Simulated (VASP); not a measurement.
# Pb (P6_3/mmc) in VASP: a series of runs

The runs below take Pb through single point, with PBEsol.

Program: VASP 6.6.1. These are calculated values, not measurements. Logs are shortened: lines on timing, memory, paths and dates and some standing lists are left out, and cuts for length are marked.

## (1) The crystal as given

The structure is hexagonal, space group P6_3/mmc (No. 194). The conventional cell has a = 3.480 Å, b = 3.480 Å, c = 5.590 Å, α = 90.00°, β = 90.00°, γ = 120.00°. Pb (site symmetry -6m2) is surrounded by 12 Pb at 3.44 to 3.48 Å.

This isn't the form of Pb at room conditions, which is fcc.

## (2) Single point, PBEsol

Input file INCAR:

```
PREC = Accurate
ENCUT = 450
EDIFF = 1E-6
ISMEAR = -1
SIGMA = 0.2
LREAL = False
LASPH = True
NELM = 100
ALGO = Normal
ISIF = 2
LWAVE = False
LCHARG = False
GGA = PS
ADDGRID = False
```

Input file KPOINTS:

```
regular mesh
0
Gamma
  19 19 10
```

Input file POSCAR:

```
Pb
1.0
    3.4800000000      0.0000000000      0.0000000000
   -1.7400000000      3.0137684052      0.0000000000
    0.0000000000      0.0000000000      5.5900000000
Pb
2
Direct
    0.6666666667      0.3333333333      0.7500000000
    0.3333333333      0.6666666667      0.2500000000
```

Potentials or basis: VASP PAW PBE potentials, release 64 (Pb_d).

Command:

```bash
$ cat potpaw_PBE.64/Pb_d/POTCAR > POTCAR
$ mpirun -np 1 vasp_std > vasp.out
```

OUTCAR:

```text
PREC = Accurate
   ENCUT = 450
   EDIFF = 1E-6
   ISMEAR = -1
   LREAL = False
   LASPH = True
   NELM = 100
   ISIF = 2
   GGA = PS

 Found    240 irreducible k-points:

 Following reciprocal coordinates:
            Coordinates               Weight
  0.000000  0.000000  0.000000      1.000000
  0.052632  0.000000  0.000000      6.000000
  0.105263  0.000000  0.000000      6.000000
  0.157895  0.000000  0.000000      6.000000
  0.210526 -0.000000  0.000000      6.000000
  0.263158  0.000000  0.000000      6.000000
   k-points           NKPTS =    240   k-points in BZ     NKDIM =    240   number of bands    NBANDS=     18
   number of dos      NEDOS =    301   number of ions     NIONS =      2
   total plane-waves  NPLWV =  23040
   dimension x,y,z NGX =    24 NGY =   24 NGZ =   40
   dimension x,y,z NGXF=    48 NGYF=   48 NGZF=   80
   ions per type =               2
   NGX,Y,Z   is equivalent  to a cutoff of  11.47, 11.47, 11.90 a.u.
   NGXF,Y,Z  is equivalent  to a cutoff of  22.93, 22.93, 23.79 a.u.
 SYSTEM =  unknown system
   PREC   = accura    normal or accurate (medium, high low for compatibility)
   ISTART =      0    job   : 0-new  1-cont  2-samecut
   ICHARG =      2    charge: 1-file 2-atom 10-const
   ISPIN  =      1    spin polarized calculation?
   LNONCOLLINEAR =      F non collinear calculations
   LSORBIT =      F    spin-orbit coupling
   LASPH  =      T    aspherical Exc in radial PAW
   ENCUT  =  450.0 eV  33.07 Ry    5.75 a.u.   6.02  6.02  9.67*2*pi/ulx,y,z
   NELM   =    100;   NELMIN=  2; NELMDL= -5     # of ELM steps
   EDIFF  = 0.1E-05   stopping-criterion for ELM
   LREAL  =      F    real-space projection
   EDIFFG = 0.1E-04   stopping-criterion for IOM
   NSW    =      0    number of steps for IOM
   IBRION =     -1    ionic relax: 0-MD 1-quasi-New 2-CG
   NFREE  =      0    steps in history (QN), initial steepest desc. (CG)
   ISIF   =      2    stress and relaxation
   ISYM   =      2    0-nonsym 1-usesym 2-fastsym
   POTIM  = 0.5000    time-step for ionic-motion
   TEBEG  =    0.0;   TEEND  =   0.0 temperature during run
   PSTRESS=    0.0 pullay stress
   NELECT =      28.0000    total number of electrons
   NUPDOWN=      -1.0000    fix difference up-down
   EMIN   =  10.00;   EMAX   =-10.00  energy-range for DOS
   EFERMI =   0.00;   METHOD = LEGACY
   ISMEAR =    -1;   SIGMA  =   0.20  broadening in eV -4-tet -1-fermi 0-gaus
   EFERMI_NEDOS =   21; number of points for ismear=-14 and -15
   IALGO  =     38    algorithm
   IMIX   =      4    mixing-type and parameters
     AMIX     =   0.40;   BMIX     =  1.00
     AMIX_MAG =   1.60;   BMIX_MAG =  1.00
  volume/ion in A,a.u.               =      29.31       197.82
  Fermi-wavevector in a.u.,A,eV,Ry     =   1.279658  2.418203 22.279870  1.637524
  Thomas-Fermi vector in A             =   2.412131
   LORBIT       =      0    0 simple, 1 ext, 2 COOP (PROOUT), +10 PAW based schemes
   GGA     = PS    functional components
   LHFCALC =     F    Hartree Fock is set to
   AEXX    =    0.0000 exact exchange contribution
   IVDW    =     0    specifies the selected vdW correction
   LEPSILON=     F    determine dielectric tensor
   LRPA    =     F    only Hartree local field effects (RPA)
 non-spin polarized calculation
  energy-cutoff  :      450.00
  volume of cell :       58.63
 maximum number of plane-waves:      1293
   NGX = 13   NGY = 13   NGZ = 19

 number of electron      28.0000001 magnetization

 Free energy of the ion-electron system (eV)
  ---------------------------------------------------
  ext. energy  EPLUGINS =         0.00000000
  ---------------------------------------------------
  free energy    TOTEN  =        -8.03529384 eV

  energy without entropy =       -7.89336032  energy(sigma->0) =       -7.96432708

 E-fermi :   7.4434     XC(G=0): -10.5064

 val. band max:        7.4426513050   @ k =   0.3684   0.0526   0.2000
 cond. band min:       7.4506650368   @ k =   0.3158   0.2105   0.5000
 fundamental gap:      0.0080137318
 Fermi energy:         7.4433650807

 k-point     1 :       0.0000    0.0000    0.0000
  band No.  band energies     occupation
      1      -9.5730      2.00000
      2      -9.5229      2.00000
      3      -9.5084      2.00000
      4      -9.5084      2.00000
      5      -9.4832      2.00000
      6      -9.4832      2.00000
      7      -9.4418      2.00000
      8      -9.4418      2.00000
      9      -9.2429      2.00000
     10      -9.2429      2.00000
     11      -4.5229      2.00000
     12      -0.5395      2.00000
     13       3.1375      2.00000
     14      13.0395      0.00000
     15      13.0395      0.00000
     16      14.9480      0.00000
     17      14.9480      0.00000
     18      15.6184      0.00000

 k-point     2 :       0.0526    0.0000    0.0000
  band No.  band energies     occupation
      1      -9.5702      2.00000
      2      -9.5294      2.00000
      3      -9.5014      2.00000
      4      -9.4993      2.00000
      5      -9.4820      2.00000
      6      -9.4764      2.00000
      7      -9.4451      2.00000
      8      -9.4447      2.00000
      9      -9.2481      2.00000
     10      -9.2417      2.00000
     11      -4.4744      2.00000
     12      -0.5039      2.00000
     13       3.1954      2.00000
     14      12.3905      0.00000
     15      12.8061      0.00000
     16      14.4873      0.00000
     17      15.0597      0.00000
     18      15.5642      0.00000

 k-point     3 :       0.1053    0.0000    0.0000
  band No.  band energies     occupation
      1      -9.5696      2.00000
      2      -9.5334      2.00000
      3      -9.4865      2.00000
      4      -9.4810      2.00000
      5      -9.4725      2.00000
      6      -9.4567      2.00000
      7      -9.4551      2.00000
      8      -9.4528      2.00000
      9      -9.2626      2.00000
     10      -9.2387      2.00000
     11      -4.3286      2.00000
     12      -0.3975      2.00000
     13       3.3678      2.00000
     14      11.0840      0.00000
     15      12.2869      0.00000
     16      13.5847      0.00000
     17      15.1754      0.00000
     18      15.3361      0.00000

 k-point     4 :       0.1579    0.0000    0.0000
  band No.  band energies     occupation
      1      -9.5843      2.00000
      2      -9.5221      2.00000
      3      -9.4835      2.00000
      4      -9.4712      2.00000
      5      -9.4649      2.00000
      6      -9.4494      2.00000
      7      -9.4434      2.00000
      8      -9.4259      2.00000
      9      -9.2841      2.00000
     10      -9.2344      2.00000
     11      -4.0855      2.00000
     12      -0.2235      2.00000
     13       3.6508      2.00000
     14       9.6479      0.00003
     15      11.6903      0.00000
     16      12.4949      0.00000
     17      14.7900      0.00000
     18      15.0650      0.00000

 k-point     5 :       0.2105   -0.0000    0.0000
  band No.  band energies     occupation
      1      -9.6068      2.00000
      2      -9.5118      2.00000
      3      -9.4927      2.00000
      4      -9.4792      2.00000
      5      -9.4748      2.00000
      6      -9.4099      2.00000
      7      -9.4054      2.00000
      8      -9.3870      2.00000
      9      -9.3088      2.00000
     10      -9.2299      2.00000
     11      -3.7455      2.00000
     12       0.0104      2.00000
     13       4.0381      2.00000
     14       8.2419      0.03624
     15      11.1085      0.00000
     16      11.2864      0.00000
     17      13.9304      0.00000
     18      14.8098      0.00000

 k-point     6 :       0.2632    0.0000    0.0000
  band No.  band energies     occupation
      1      -9.6311      2.00000
      2      -9.5177      2.00000
      3      -9.5142      2.00000
      4      -9.4940      2.00000
      5      -9.4537      2.00000
      6      -9.3669      2.00000
      7      -9.3639      2.00000
      8      -9.3439      2.00000
      9      -9.3333      2.00000
     10      -9.2257      2.00000
     11      -3.3115      2.00000
     12       0.2842      2.00000
     13       4.5208      2.00000
     14       6.9395      1.85096
     15      10.0405      0.00000
     16      10.5841      0.00000
     17      12.9156      0.00000
     18      14.3469      0.00000

 [... further k-points ...]

------------------------ aborting loop because EDIFF is reached ----------------------------------------

  FORCE on cell =-STRESS in cart. coord.  units (eV):
  Direction    XX          YY          ZZ          XY          YZ          ZX
  --------------------------------------------------------------------------------------
  -------------------------------------------------------------------------------------
  Total        0.2231412      0.2231412      0.8148759     -0.0000000      0.0000000     -0.0000000
  in kB        6.0980290      6.0980290     22.2690225     -0.0000000      0.0000000     -0.0000000
  external PRESSURE =      11.4883602 kB  Pullay stress =       0.0000000 kB

 VOLUME and BASIS-vectors are now :
 -----------------------------------------------------------------------------
  energy-cutoff  :      450.00
  volume of cell :       58.63
      direct lattice vectors                 reciprocal lattice vectors
     3.480000000  0.000000000  0.000000000     0.287356322  0.165905250  0.000000000
    -1.740000000  3.013768405  0.000000000     0.000000000  0.331810500  0.000000000
     0.000000000  0.000000000  5.590000000     0.000000000  0.000000000  0.178890877

 POSITION                                       TOTAL-FORCE (eV/Angst)
 -----------------------------------------------------------------------------------
      1.74000      1.00459      4.19250         0.000000      0.000000      0.000000
     -0.00000      2.00918      1.39750         0.000000      0.000000      0.000000
 -----------------------------------------------------------------------------------
    total drift:                               -0.000000      0.000000      0.000000

  FREE ENERGIE OF THE ION-ELECTRON SYSTEM (eV)
  ---------------------------------------------------
  free  energy   TOTEN  =        -8.0352938368 eV

  energy  without entropy=       -7.8933603208  energy(sigma->0) =       -7.96432708
```

It took 36 s on 1 thread of Intel Xeon 6975P-C (Granite Rapids), shared host; peak memory 0.28 GiB.

These settings aren't checked as converged: the numbers below hold their error.

Results:

| Item | Value |
| --- | --- |
| Free energy | -8.0353 eV |
| Pressure | 1.1 GPa |
| Band gap on the k mesh | none (metal or under the smearing width) |

Caveat: the PAW data sets were made with another functional, which shifts forces and pressure a little.

## (3) Single point, PBEsol

INCAR is that of step 2.

KPOINTS is that of step 2.

Input file POSCAR:

```
Pb
1.0
    3.4800000000      0.0000000000      0.0000000000
   -1.7400000000      3.0137684052      0.0000000000
    0.0000000000      0.0000000000      5.5900000000
Pb
2
Direct
    0.6916670000      0.3496840000      0.7502860000
    0.3559200000      0.6835750000      0.2530120000
```

Potentials or basis: VASP PAW PBE potentials, release 64 (Pb_d).

Command:

```bash
$ cat potpaw_PBE.64/Pb_d/POTCAR > POTCAR
$ mpirun -np 1 vasp_std > vasp.out
```

OUTCAR:

```text
PREC = Accurate
   ENCUT = 450
   EDIFF = 1E-6
   ISMEAR = -1
   LREAL = False
   LASPH = True
   NELM = 100
   ISIF = 2
   GGA = PS

 Found   1806 irreducible k-points:

 Following reciprocal coordinates:
            Coordinates               Weight
  0.000000  0.000000  0.000000      1.000000
  0.052632  0.000000  0.000000      2.000000
  0.000000  0.052632  0.000000      2.000000
 -0.052632  0.052632  0.000000      2.000000
  0.105263  0.000000  0.000000      2.000000
[... 202 lines left out ...]
------------------------ aborting loop because EDIFF is reached ----------------------------------------

  FORCE on cell =-STRESS in cart. coord.  units (eV):
  Direction    XX          YY          ZZ          XY          YZ          ZX
  --------------------------------------------------------------------------------------
  -------------------------------------------------------------------------------------
  Total        0.2249909      0.2271208      0.8195182      0.0057596      0.0001425     -0.0007112
  in kB        6.1485762      6.2067819     22.3958876      0.1574002      0.0038945     -0.0194351
  external PRESSURE =      11.5837486 kB  Pullay stress =       0.0000000 kB

 VOLUME and BASIS-vectors are now :
 -----------------------------------------------------------------------------
  energy-cutoff  :      450.00
  volume of cell :       58.63
      direct lattice vectors                 reciprocal lattice vectors
     3.480000000  0.000000000  0.000000000     0.287356322  0.165905250  0.000000000
    -1.740000000  3.013768405  0.000000000     0.000000000  0.331810500  0.000000000
     0.000000000  0.000000000  5.590000000     0.000000000  0.000000000  0.178890877

 POSITION                                       TOTAL-FORCE (eV/Angst)
 -----------------------------------------------------------------------------------
      1.79855      1.05387      4.19410        -0.003564      0.000554      0.038195
      0.04918      2.06014      1.41434         0.003564     -0.000554     -0.038195
 -----------------------------------------------------------------------------------
    total drift:                               -0.000051      0.000037     -0.000070

  FREE ENERGIE OF THE ION-ELECTRON SYSTEM (eV)
  ---------------------------------------------------
  free  energy   TOTEN  =        -8.0349828014 eV

  energy  without entropy=       -7.8930576862  energy(sigma->0) =       -7.96402024
```

Wall time 4.4 min (1 thread of Intel Xeon 6975P-C (Granite Rapids), shared host); peak memory 1.2 GiB.

The run converged, but some of its settings lie outside the range that counts as converged, so its numbers aren't taken as properties of the crystal.

Results:

```yaml
Free_energy: -8.0350 eV
Pressure: 1.2 GPa
Largest_force: 0.038 eV/Å
Band_gap_on_the_k_mesh: none (metal or under the smearing width)
```

Caveat: the PAW data sets were made with another functional, which shifts forces and pressure a little.

## (4) For comparison

An earlier run on the cell as given: functional PBEsol; potentials or basis VASP PAW PBE potentials, release 64 (Pb_d); cutoff 520 eV; k mesh 9 × 9 × 5; occupations fermi-dirac, width 0.05 eV; no spin polarisation.

- Pressure: 1.0 GPa
- Band gap on the k mesh: none (metal or under the smearing width)
